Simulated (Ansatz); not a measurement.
# Rh (Fm-3m) in Ansatz: further runs

The runs below take Rh through band structure, with revPBE, LDA, RPBE.

Everything below comes from runs of Ansatz 0.2.0. Logs are shortened: lines on timing, memory, paths and dates and some standing lists are left out, and cuts for length are marked.

## Step 1: Starting point

Symmetry: Fm-3m, No. 225, cubic system. The conventional cell has a = 3.796 Å, b = 3.796 Å, c = 3.796 Å, α = 90.00°, β = 90.00°, γ = 90.00°. Rh (site symmetry m-3m) has 12 Rh at 2.68 Å as nearest neighbours.

## Step 2: Band structure, revPBE

Input file input.yaml:

```yaml
crystal:
  lattice:
    - [0.0, 1.89785, 1.89785]
    - [1.89785, 0.0, 1.89785]
    - [1.89785, 1.89785, 0.0]
  atoms:
    - { symbol: Rh, position: [0.0, 0.0, 0.0] }
kpoints:
  mp_grid: { grid: [12, 12, 12] }
  band_path:
    path:
      - [0.0, 0.0, 0.0]
      - [0.5, 0.0, 0.5]
      - [0.5, 0.25, 0.75]
      - [0.375, 0.375, 0.75]
      - [0.0, 0.0, 0.0]
      - [0.5, 0.5, 0.5]
      - [0.625, 0.25, 0.625]
      - [0.5, 0.25, 0.75]
    npoints: 8
scf:
  occupations: { method: fermi_dirac, width: 0.05 }
hamiltonian:
  xc: revpbe
  pseudopotentials: { kind: all_electron, lapw: { basis_error: 0.001 } }
output:
  forces: true
  stress: true
  eigenvalues: true
```

Potentials or basis: all-electron LAPW, scalar-relativistic.

Run with:

```bash
> ansatz run input.yaml --threads 1 --pin off --max-ram 3072MiB --backend cpu --events-out ev --progress --plain --runs-dir out
```

Log:

```text
Warning: RAYON_NUM_THREADS=1 ignored (pool sized by the plan → 1); use --threads N
LAPW: plane waves up to 8.545 Å⁻¹, error target 1.0e-3 eV per atom; small_component_spin mean_spin; Rh in spheres of 1.342 Å, 27 of its electrons in bands, Dirac shells [] (how accurate: hamiltonian.pseudopotentials.lapw.basis_error, Limitations)
Engine: ansatz 0.2.0, aarch64-unknown-linux-gnu
Pseudopotentials: kind: all_electron
Pseudopotential: Rh, LAPW, valence charge 27, lapw/all_electron/scalar/gaussian/Rh, Koelling and Harmon's equation, gaussian nucleus
Functional definition: revPBE
  parameter kappa = 1.245
  parameter beta = 0.06672455060314922
  exchange = pbe_x(kappa = kappa, mu = beta*pi^2/3)
  correlation = pbe_c(beta = beta)
Crystal: 1 atoms, lattice volume = 13.671 Å³
Basis set: ecut = 278.1722543522975 eV, 137 PW (Γ), exchange–correlation at level 2
Bands: 18, of which v1, the nominal top of the filled ones, is band 14 counted from 1 (13 counted from 0)
Symmetry: 48 space group operations
Space group: Fm-3m (ITA 225), of the structure as read, at distance tolerance 2.4e-5 Å
k-points: 72 of 1728
Non-local potential: Rh, projectors of the file, none
Initial density: superposition of atomic densities (chi_scale 0.1, normalization cell)
Initial wavefunctions: plane waves of lowest kinetic energy (no species holds an atomic orbital)
Functional: x = revpbe(κ = 1.245, μ = 0.2195149727645171), c = pbe(β = 0.06672455060314922)
iter 1 solved again at ethr=3.61e-4 eV; its pass at ethr=1.00e-1 eV (dr2=9.75e-2 eV) is discarded
SCF iter   1: F=—  HF=-130193.072366 eV  |F-HF|=—  |Δ(HF+E_count)|=         —  Δρ=3.78e-2  dr2=9.79e-2  ethr=3.61e-4  ⟨swp⟩=3.0  Hψ=8482  notcnv=0
preconditioner: auto → none  [metal: Δε(μ)=0.065 eV  Ē_g=13.840 eV  σ=0.050 eV  W_gap=0.31  n_scr=8 (ndim 8)  ℏωp=30.1 eV  f_vac=0.000  D(μ)=0.67/eV (n_scr^D=8)  sad-step TF]
iter 2 solved again at ethr=1.36e-5 eV; its pass at ethr=3.61e-4 eV (dr2=3.67e-3 eV) is discarded
SCF iter   2: F=—  HF=-130192.650727 eV  |F-HF|=—  |Δ(HF+E_count)|=   4.22e-1  Δρ=5.85e-3  dr2=3.68e-3  ethr=1.36e-5  ⟨swp⟩=2.0  Hψ=6637  notcnv=0
SCF iter   3: F=—  HF=-130192.615815 eV  |F-HF|=—  |Δ(HF+E_count)|=         —  Δρ=6.48e-3  dr2=3.52e-3  ethr=1.36e-5  ⟨swp⟩=2.2  Hψ=3749  notcnv=0
the basis was enlarged: its passes take 419.2 KiB over the memory plan, 1 of 1 planned eigensolver slots
SCF iter   4: F=—  HF=-130192.614475 eV  |F-HF|=—  |Δ(HF+E_count)|=   1.34e-3  Δρ=9.00e-4  dr2=7.15e-5  ethr=1.31e-5  ⟨swp⟩=2.0  Hψ=3581  notcnv=0
SCF iter   5: F=—  HF=-130192.614483 eV  |F-HF|=—  |Δ(HF+E_count)|=   8.03e-6  Δρ=8.85e-5  dr2=6.32e-7  ethr=2.65e-7  ⟨swp⟩=2.0  Hψ=3601  notcnv=0
SCF iter   6: F=-130192.614484 eV  HF=-130192.614484 eV  |F-HF|=4.80e-10  |Δ(HF+E_count)|=   7.58e-7  Δρ=1.96e-6  dr2=1.50e-10  ethr=2.34e-9  ⟨swp⟩=2.8  Hψ=3682  notcnv=0
SCF 1 converged in 6 iterations: F = -130192.614484 eV  dr2 = 1.50e-10
NSCF: frozen V_eff on 57 k-points
SCF converged after 6 iterations
Free energy (F): -130192.614484 eV
Harris-Foulkes:  -130192.614484 eV  (|F-HF|=4.80e-10)
Internal energy: -130192.606092 eV  (E = F + TS)
E sigma→0 (E₀):  -130192.610288 eV
Entropy (-TS):   -0.008392 eV (-8.392 meV/atom)
Fermi energy:    24.818077 eV
--- Per-component energies (eV) ---
  E_band       = -2765.704730
  E_kinetic    = 135628.560272
  E_xc         = -3786.266781
  E_electrostatic = -262034.899583  (all electrons and nuclei)
  E_smearing   = -0.008392  (= −TS)
  E_closure    = -0.000000  (closes the sum)
  E_atoms      = -130185.858729  (free atoms, spherical and without spin; not in F)
  Σ components = -130192.614484   (vs F -130192.614484, Δ=0.00e0)
  Basis errors (estimates in eV, not in F): energy 2.0e-4 per atom: plane waves 1.6e-4 (1.2e-4 summed), levels above the bands 2.5e-170, relativity 5.2e-8, radial functions 3.7e-5, core shells 3.3e-7; eigenvalues (radial functions only) 1.2e-5; not estimated: angular momenta, meshes, grids; target (lapw.basis_error) 1.0e-3; muffin-tin radii Rh 1.342 Å
--- Forces (eV/Å), atoms counted from 1 ---
  atom   1  Rh    -0.00000000    -0.00000000    -0.00000000
  max |Σ_I F_I| component: 2.30e-31 eV/Å
--- Stress (GPa, compression-positive) ---
       10.630794       0.000000      -0.000000
        0.000000      10.630794       0.000000
       -0.000000       0.000000      10.630794
  P = ⅓ Tr σ = 10.6308 GPa (106.308 kbar)
--- Band table (eV; the first three rows and the last of 72) ---
  k-point 0: bands = ["-272.1083", "-272.1083", "-272.1083", "-272.0829", "-272.0829", "-54.1200", "-21.5760", "-21.5760", "-21.5760", "16.8366", "21.6984", "21.6984", "21.6984", "23.7944", "23.7944", "40.5988", "45.9858", "45.9858"]
  k-point 1: bands = ["-272.1083", "-272.1083", "-272.1083", "-272.0829", "-272.0829", "-54.1124", "-21.6275", "-21.5829", "-21.5829", "17.1141", "21.5789", "21.8049", "21.8049", "23.7371", "23.7371", "40.9933", "44.6816", "46.3921"]
  k-point 2: bands = ["-272.1083", "-272.1083", "-272.1083", "-272.0829", "-272.0829", "-54.0913", "-21.7672", "-21.6019", "-21.6019", "17.8506", "21.3677", "22.0200", "22.0200", "23.6892", "23.6892", "41.8370", "42.3987", "47.5260"]
  k-point 71: bands = ["-272.1083", "-272.1083", "-272.1083", "-272.0829", "-272.0829", "-53.9663", "-22.0671", "-22.0671", "-21.8578", "19.7407", "20.9727", "20.9727", "23.5801", "25.7954", "34.4849", "34.4849", "36.1374", "37.4979"]
```

Run time: 6.3 s. Hardware: 1 thread of Arm Neoverse V2, shared host; peak memory 0.26 GiB.

What came out:

* Free energy: -130192.6145 eV
* Pressure: 10.6 GPa
* Band gap along the path: none (metal or under the smearing width)

Levels at the corners of the path, in eV from the Fermi level:
```tsv
point	band 10	band 11	band 12	band 13	band 14	band 15	band 16	band 17
Γ	-7.98	-3.12	-3.12	-3.12	-1.02	-1.02	15.78	21.17
X	-6.38	-6.01	0.52	0.97	0.97	3.28	12.34	13.32
W	-5.08	-3.85	-3.85	-1.24	0.98	9.67	9.67	11.32
K	-5.57	-4.82	-2.09	-0.72	0.36	7.91	8.65	12.09
Γ	-7.98	-3.12	-3.12	-3.12	-1.02	-1.02	15.78	21.17
L	-6.17	-3.20	-3.20	0.55	0.55	0.73	8.71	15.33
U	-5.57	-4.82	-2.09	-0.72	0.36	7.91	8.65	12.09
W	-5.08	-3.85	-3.85	-1.24	0.98	9.67	9.67	11.32
```

## Step 3: Band structure, LDA

Changes to input.yaml since step 2:

```diff
@@ -23,3 +23,3 @@
 hamiltonian:
-  xc: revpbe
+  xc: lda
   pseudopotentials: { kind: all_electron, lapw: { basis_error: 0.001 } }
```

Potentials or basis: all-electron LAPW, scalar-relativistic.

Run with:

```bash
> ansatz run input.yaml --threads 1 --pin off --max-ram 3072MiB --backend cpu --events-out ev --progress --plain --runs-dir out
```

Run time: 6.1 s. Hardware: 1 thread of Arm Neoverse V2, shared host; peak memory 0.26 GiB.

It converged, with:

```yaml
Free_energy: -130063.1923 eV
Pressure: -9.9 GPa
Band_gap_along_the_path: none (metal or under the smearing width)
```

Levels at the corners of the path, in eV from the Fermi level:
```tsv
point	band 11	band 12	band 13	band 14	band 15	band 16
Γ	-3.16	-3.16	-3.16	-1.02	-1.02	15.75
X	-6.06	0.55	0.98	0.98	3.18	12.25
W	-3.89	-3.89	-1.24	0.98	9.58	9.58
K	-4.85	-2.13	-0.71	0.35	7.84	8.52
Γ	-3.16	-3.16	-3.16	-1.02	-1.02	15.75
L	-3.23	-3.23	0.56	0.56	0.66	8.59
U	-4.85	-2.13	-0.71	0.35	7.84	8.52
W	-3.89	-3.89	-1.24	0.98	9.58	9.58
```

## Step 4: Band structure, RPBE

Changes to input.yaml since step 3:

```diff
@@ -19,3 +19,3 @@
       - [0.5, 0.25, 0.75]
-    npoints: 8
+    npoints: 10
 scf:
@@ -23,3 +23,3 @@
 hamiltonian:
-  xc: lda
+  xc: rpbe
   pseudopotentials: { kind: all_electron, lapw: { basis_error: 0.001 } }
```

Potentials or basis: all-electron LAPW, scalar-relativistic.

Run with:

```bash
> ansatz run input.yaml --threads 1 --pin off --max-ram 3072MiB --backend cpu --events-out ev --progress --plain --runs-dir out
```

Log:

```text
Warning: RAYON_NUM_THREADS=1 ignored (pool sized by the plan → 1); use --threads N
LAPW: plane waves up to 8.545 Å⁻¹, error target 1.0e-3 eV per atom; small_component_spin mean_spin; Rh in spheres of 1.342 Å, 27 of its electrons in bands, Dirac shells [] (how accurate: hamiltonian.pseudopotentials.lapw.basis_error, Limitations)
[... 3 set-up lines as earlier in the session ...]
Functional definition: RPBE
  parameter kappa = 0.804
[... 1 set-up line as earlier in the session ...]
  exchange = rpbe_x(kappa = kappa, mu = beta*pi^2/3)
[... 1 set-up line as earlier in the session ...]
Crystal: 1 atoms, lattice volume = 13.671 Å³
Basis set: ecut = 278.21810879577254 eV, 137 PW (Γ), exchange–correlation at level 2
Bands: 18, of which v1, the nominal top of the filled ones, is band 14 counted from 1 (13 counted from 0)
[... 2 set-up lines as earlier in the session ...]
k-points: 72 of 1728
[... 3 set-up lines as earlier in the session ...]
Functional: x = rpbe, c = pbe(β = 0.06672455060314922)
iter 1 solved again at ethr=3.67e-4 eV; its pass at ethr=1.00e-1 eV (dr2=9.91e-2 eV) is discarded
SCF iter   1: F=—  HF=-130195.228651 eV  |F-HF|=—  |Δ(HF+E_count)|=         —  Δρ=3.81e-2  dr2=9.96e-2  ethr=3.67e-4  ⟨swp⟩=3.0  Hψ=8481  notcnv=0
preconditioner: auto → none  [metal: Δε(μ)=0.065 eV  Ē_g=13.843 eV  σ=0.050 eV  W_gap=0.31  n_scr=8 (ndim 8)  ℏωp=30.1 eV  f_vac=0.000  D(μ)=0.68/eV (n_scr^D=8)  sad-step TF]
iter 2 solved again at ethr=1.44e-5 eV; its pass at ethr=3.67e-4 eV (dr2=3.88e-3 eV) is discarded
SCF iter   2: F=—  HF=-130194.805289 eV  |F-HF|=—  |Δ(HF+E_count)|=   4.23e-1  Δρ=6.02e-3  dr2=3.89e-3  ethr=1.44e-5  ⟨swp⟩=2.0  Hψ=6640  notcnv=0
SCF iter   3: F=—  HF=-130194.770992 eV  |F-HF|=—  |Δ(HF+E_count)|=         —  Δρ=6.59e-3  dr2=3.64e-3  ethr=1.44e-5  ⟨swp⟩=2.2  Hψ=3755  notcnv=0
the basis was enlarged: its passes take 419.2 KiB over the memory plan, 1 of 1 planned eigensolver slots
SCF iter   4: F=—  HF=-130194.769782 eV  |F-HF|=—  |Δ(HF+E_count)|=   1.21e-3  Δρ=9.16e-4  dr2=7.41e-5  ethr=1.35e-5  ⟨swp⟩=2.0  Hψ=3583  notcnv=0
SCF iter   5: F=—  HF=-130194.769794 eV  |F-HF|=—  |Δ(HF+E_count)|=   1.12e-5  Δρ=9.14e-5  dr2=6.71e-7  ethr=2.74e-7  ⟨swp⟩=2.0  Hψ=3600  notcnv=0
SCF iter   6: F=-130194.769795 eV  HF=-130194.769795 eV  |F-HF|=8.44e-10  |Δ(HF+E_count)|=   8.82e-7  Δρ=2.08e-6  dr2=1.69e-10  ethr=2.49e-9  ⟨swp⟩=2.9  Hψ=3688  notcnv=0
SCF 1 converged in 6 iterations: F = -130194.769795 eV  dr2 = 1.69e-10
NSCF: frozen V_eff on 71 k-points
SCF converged after 6 iterations
Free energy (F): -130194.769795 eV
Harris-Foulkes:  -130194.769795 eV  (|F-HF|=8.44e-10)
Internal energy: -130194.761372 eV  (E = F + TS)
E sigma→0 (E₀):  -130194.765583 eV
Entropy (-TS):   -0.008422 eV (-8.422 meV/atom)
Fermi energy:    24.840791 eV
--- Per-component energies (eV) ---
  E_band       = -2764.949167
  E_kinetic    = 135631.385513
  E_xc         = -3788.497239
  E_electrostatic = -262037.649646  (all electrons and nuclei)
  E_smearing   = -0.008422  (= −TS)
  E_closure    = 0.000000  (closes the sum)
  E_atoms      = -130188.151521  (free atoms, spherical and without spin; not in F)
  Σ components = -130194.769795   (vs F -130194.769795, Δ=0.00e0)
  Basis errors (estimates in eV, not in F): energy 2.0e-4 per atom: plane waves 1.6e-4 (1.2e-4 summed), levels above the bands 2.3e-170, relativity 8.4e-8, radial functions 3.9e-5, core shells 3.3e-7; eigenvalues (radial functions only) 1.2e-5; not estimated: angular momenta, meshes, grids; target (lapw.basis_error) 1.0e-3; muffin-tin radii Rh 1.342 Å
--- Forces (eV/Å), atoms counted from 1 ---
  atom   1  Rh    -0.00000000    -0.00000000     0.00000000
  max |Σ_I F_I| component: 6.57e-32 eV/Å
--- Stress (GPa, compression-positive) ---
       11.974549       0.000000       0.000000
        0.000000      11.974549      -0.000000
        0.000000      -0.000000      11.974549
  P = ⅓ Tr σ = 11.9745 GPa (119.745 kbar)
--- Band table (eV; the first three rows and the last of 72) ---
  k-point 0: bands = ["-272.0720", "-272.0720", "-272.0720", "-272.0466", "-272.0466", "-54.0995", "-21.5559", "-21.5559", "-21.5559", "16.8703", "21.7238", "21.7238", "21.7238", "23.8169", "23.8169", "40.6246", "46.0173", "46.0173"]
  k-point 1: bands = ["-272.0720", "-272.0720", "-272.0720", "-272.0466", "-272.0466", "-54.0918", "-21.6075", "-21.5629", "-21.5629", "17.1478", "21.6043", "21.8301", "21.8301", "23.7597", "23.7597", "41.0188", "44.7112", "46.4233"]
  k-point 2: bands = ["-272.0720", "-272.0720", "-272.0720", "-272.0466", "-272.0466", "-54.0708", "-21.7471", "-21.5819", "-21.5819", "17.8840", "21.3935", "22.0451", "22.0451", "23.7119", "23.7119", "41.8617", "42.4270", "47.5566"]
  k-point 71: bands = ["-272.0720", "-272.0720", "-272.0720", "-272.0466", "-272.0466", "-53.9459", "-22.0467", "-22.0467", "-21.8376", "19.7659", "20.9986", "20.9986", "23.6035", "25.8172", "34.5149", "34.5149", "36.1767", "37.5195"]
```

bands.tsv:

```text
# k_distance	band_0	band_1	band_2	band_3	band_4	band_5	band_6	band_7	band_8	band_9	band_10	band_11	band_12	band_13	band_14	band_15	band_16	band_17
# fermi_ev = 24.840791
[... 17 lines left out ...]
0.827671	-296.912773	-296.912772	-296.912772	-296.887374	-296.887374	-78.863797	-46.759590	-46.534514	-46.534514	-5.656823	-4.732702	-1.942874	-1.488503	-1.488503	-0.297105	18.254942	18.835181	18.835181
[... 63 lines left out ...]
7.798005	-296.912772	-296.912772	-296.912772	-296.887374	-296.887373	-78.786788	-46.903787	-46.871697	-46.676996	-5.081915	-4.048089	-3.628702	-1.222517	0.965209	9.351113	9.876213	11.423237	12.738174
7.856531	-296.912772	-296.912772	-296.912772	-296.887374	-296.887373	-78.786679	-46.887527	-46.887527	-46.678364	-5.074901	-3.842160	-3.842160	-1.237248	0.976442	9.674135	9.674135	11.335868	12.678726
```

It took 6.6 s on 1 thread of Arm Neoverse V2, shared host; peak memory 0.27 GiB.

Results:

* Free energy: -130194.7698 eV
* Pressure: 12.0 GPa
* Band gap along the path: none (metal or under the smearing width)

Levels at the corners of the path, in eV from the Fermi level:
```
point  band 9  band 10  band 11  band 12  band 13  band 14  band 15  band 16  band 17  band 18
    Γ  -46.40    -7.97    -3.12    -3.12    -3.12    -1.02    -1.02    15.78    21.18    21.18
    X  -46.67    -6.38    -6.01     0.52     0.97     0.97     3.29    12.34    13.33    13.33
    W  -46.68    -5.07    -3.84    -3.84    -1.24     0.98     9.67     9.67    11.34    12.68
    K  -46.61    -5.57    -4.81    -2.09    -0.72     0.36     7.91     8.66    12.10    16.51
    Γ  -46.40    -7.97    -3.12    -3.12    -3.12    -1.02    -1.02    15.78    21.18    21.18
    L  -46.50    -6.16    -3.20    -3.20     0.55     0.55     0.73     8.71    15.33    21.11
    U  -46.61    -5.57    -4.81    -2.09    -0.72     0.36     7.91     8.66    12.10    16.51
    W  -46.68    -5.07    -3.84    -3.84    -1.24     0.98     9.67     9.67    11.34    12.68
```

## Step 5: Summary

| level | pressure (GPa) |
| --- | --- |
| revPBE | 10.6 |
| LDA | -9.9 |
| RPBE | 12.0 |

Alike in all rows: task band structure; potentials or basis all-electron LAPW, scalar-relativistic; no spin polarisation; cell as given; k mesh 12 × 12 × 12; cutoff (eV) 278; smearing fermi-dirac 0.05 eV; basis error allowed 0.001 eV/atom.

The pressure there spans -9.9 GPa (LDA) to 12.0 GPa (RPBE); a positive pressure means that this level wants a larger cell, a negative one a smaller.

Compare energies only between runs with the same functional and basis.
